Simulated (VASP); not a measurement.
Write the native input for VASP 6.6.1 that does the following.

```
Task                   : band structure
Functional             : PBEsol
Potentials or basis    : VASP PAW PBE potentials, release 64 (Al, N)
Cutoff                 : 520 eV
k mesh                 : 12 × 12 × 6
Occupations            : gaussian, width 0.03 eV
Spin                   : no spin polarisation
Further INCAR settings : ALGO = Fast; EDIFF = 1e-06; NBANDS = 16
```

The structure of AlN lies in POSCAR:

```
AlN                                     
1.0
    3.1131018766     -0.0000000000      0.0000000000
   -1.5565509384      2.6960253078      0.0000000000
   -0.0000000000      0.0000000000      4.9818131090
  Al              N             
     2     2
Direct
     0.3333333300000021    0.6666666699999979    0.9989855801228924
     0.6666666699999979    0.3333333300000021    0.4989855801228925
     0.3333333300000021    0.6666666699999979    0.3810144198771101
     0.6666666699999979    0.3333333300000021    0.8810144198771102
```

One way to write it, as run:

INCAR

```
SYSTEM = AlN
PREC = Accurate
ENCUT = 520
EDIFF = 1E-6
ISMEAR = 0
SIGMA = 0.03
LREAL = .False.
LASPH = .True.
NELM = 80
ALGO = Fast
ISIF = 2
LWAVE = .False.
LCHARG = .False.
GGA = PS
NBANDS = 16
ICORELEVEL = 1
```

KPOINTS

```
Automatic mesh
0
Gamma
  12 12 6
  0 0 0
```

KPOINTS_OPT

```
explicit points
186
Reciprocal
 0.0000000000  0.0000000000  0.0000000000 1
 0.0263157895  0.0000000000  0.0000000000 1
 0.0526315789  0.0000000000  0.0000000000 1
 0.0789473684  0.0000000000  0.0000000000 1
 0.1052631579  0.0000000000  0.0000000000 1
 0.1315789474  0.0000000000  0.0000000000 1
[... 178 lines left out ...]
 0.5000000000  0.0000000000  0.5000000000 1
 0.5000000000  0.0000000000  0.0000000000 1
```

Potentials or basis: VASP PAW PBE potentials, release 64 (Al, N).

The run is started by

```console
$ cat potpaw_PBE.64/Al/POTCAR potpaw_PBE.64/N/POTCAR > POTCAR
$ mpirun -np 1 vasp_std > vasp.out
```

Results of the run:

| Item | Value |
| --- | --- |
| Pressure | 0.1 GPa |
| Band gap on the k mesh | 4.12 eV, direct |
| Band gap along the path | 4.12 eV, direct |

Caveat: the PAW data sets were made with another functional, which shifts forces and pressure a little.

It took 34 s on 1 thread of Intel(R) Xeon(R) 6975P-C (Granite Rapids), on a shared host, peak memory 0.2 GiB.
